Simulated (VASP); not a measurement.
Write the native input for VASP 6.6.1 that does the following.

| Item | Value |
| --- | --- |
| Task | single point |
| Functional | PBE |
| Potentials or basis | VASP PAW PBE potentials, release 64 (Li_sv, F) |
| Cutoff | 520 eV |
| k mesh | 10 × 10 × 6 |
| Occupations | fermi-dirac, width 0.05 eV |
| Spin | no spin polarisation |
| Further INCAR settings | ALGO = Normal; EDIFF = 1e-07; NBANDS = 12 |

The structure of LiF lies in POSCAR:

```
LiF
1.0
    2.6951600000      0.0000000000      0.0000000000
    0.0000000000      2.6951600000      0.0000000000
    0.0000000000      0.0000000000      4.4634600000
Li F
1 1
Direct
    0.0000000000      0.0000000000      0.0000000000
    0.5000000000      0.5000000000      0.0000000000
```

The cell was built by a generator and needn't be a form met in nature.

The input as run:

INCAR

```
SYSTEM = LiF
  PREC = Accurate
  ENCUT = 520
  EDIFF = 1E-7
  ISMEAR = -1
  SIGMA = 0.05
  LREAL = .False.
  LASPH = .True.
  NELM = 80
  ALGO = Normal
  ISIF = 2
  LWAVE = .False.
  LCHARG = .False.
  GGA = PE
  NBANDS = 12
```

KPOINTS

```
Automatic mesh
0
Gamma
  10 10 6
  0 0 0
```

Potentials or basis: VASP PAW PBE potentials, release 64 (Li_sv, F).

Launch:

```sh
$ cat potpaw_PBE.64/Li_sv/POTCAR potpaw_PBE.64/F/POTCAR > POTCAR
$ mpirun -np 1 vasp_std > vasp.out
```

It gave:

```json
{
  "Band gap on the k mesh": "5.77 eV, indirect (least direct gap 6.13 eV)"
}
```

Run time: 10 s on 1 thread of Intel(R) Xeon(R) 6975P-C (Granite Rapids), with other jobs on the host, peak memory 0.15 GiB.
